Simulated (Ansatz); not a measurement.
TePt:

```
Pt Te
1.0
     4.26288    0.00000    0.00000
    -2.13144    3.69176    0.00000
     0.00000    0.00000    5.66177
Pt Te
2 2
Cartesian
  0.0000 0.0000 0.0000
  0.0000 0.0000 2.8309
  0.0000 2.4612 1.4154
  2.1314 1.2306 4.2463
```

Measurements of this composition are mostly on another form, of space group No. 166.

Base run:

| Quantity | Value |
| --- | --- |
| Program | Ansatz 0.2.0 |
| Functional | PBEsol |
| Potentials or basis | all-electron LAPW, scalar-relativistic |
| Cutoff | 239 eV |
| Density cutoff | 955 eV |
| Basis error allowed | 0.002 eV/atom |
| k mesh | 7 × 7 × 5 |
| Occupations | fermi-dirac, width 0.05 eV |
| Spin | no spin polarisation |

Its results: pressure -4.9 GPa.

Problem. After a change of settings the same cell gave: pressure -7.3 GPa. Which change was it?
A. k mesh from 7 × 7 × 5 to 4 × 4 × 3; occupations from fermi-dirac, width 0.05 eV to fermi-dirac, width 0.03 eV
B. potentials or basis from all-electron LAPW, scalar-relativistic to all-electron PAW datasets made for the crystal
C. functional from PBEsol to LDA
D. basis error allowed from 0.002 eV/atom to 0.001 eV/atom

Solution. C.

LDA binds more tightly than PBEsol, so the same cell stands under less pressure.

Not every run made on this cell is shown here.
